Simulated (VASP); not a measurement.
Te:

```
Te
1.0
     4.45400    0.00000    0.00000
    -2.22700    3.85728    0.00000
     0.00000    0.00000    5.92400
Te
3
Cartesian
  1.1981 0.0000 1.9747
  -0.5991 1.0376 3.9493
  1.6279 2.8197 0.0000
```

| Property | Result |
| --- | --- |
| Program | VASP 6.6.1 |
| Task | relaxation of cell and atoms |
| Functional | PBE |
| Dispersion | D3(BJ) |
| Potentials or basis | VASP PAW PBE potentials, release 64 (Te) |
| Cutoff | 600 eV |
| k mesh | 10 × 10 × 8 |
| Occupations | fermi-dirac, width 0.05 eV |
| Spin | no spin polarisation |

At the start: pressure -0.7 GPa; volume 33.93 Å³/atom.

Task: How do energy, volume and symmetry change on relaxing?

Result: Over 14 steps the energy falls by 12.3 meV/atom and the volume is 32.07 Å³/atom (-5.5 %); space group P3_121 (No. 152, to 0.05 Å).

Step by step:
| step | energy change (eV) | largest force (eV/Å) | pressure (GPa) | volume (Å³) |
| --- | --- | --- | --- | --- |
| 1 | 0.0000 | 0.1663 | -0.73 | 101.78 |
| 2 | -0.0106 | 0.2293 | 0.09 | 99.52 |
| 3 | -0.0121 | 0.2680 | 0.68 | 98.13 |
| 4 | -0.0183 | 0.2335 | 0.64 | 97.70 |
| 5 | -0.0308 | 0.1406 | 0.58 | 96.42 |
| 6 | -0.0301 | 0.0053 | 0.77 | 93.82 |
| 7 | -0.0346 | 0.0662 | 0.59 | 95.16 |
| 8 | -0.0366 | 0.0192 | -0.08 | 96.38 |
| 9 | -0.0366 | 0.0240 | -0.01 | 96.26 |
| 10 | -0.0366 | 0.0247 | 0.01 | 96.23 |
| 11 | -0.0367 | 0.0212 | 0.01 | 96.23 |
| 12 | -0.0369 | 0.0124 | 0.01 | 96.21 |
| 13 | -0.0369 | 0.0038 | 0.02 | 96.18 |
| 14 | -0.0370 | 0.0075 | 0.01 | 96.20 |

Final structure:
```
Te
1.0
     4.31490    0.00000    0.00000
    -2.15745    3.73681    0.00000
     0.00000    0.00000    5.96628
Te
3
Direct
  0.28519 0.00000 0.33333
  0.00000 0.28519 0.66667
  0.71481 0.71481 0.00000
```
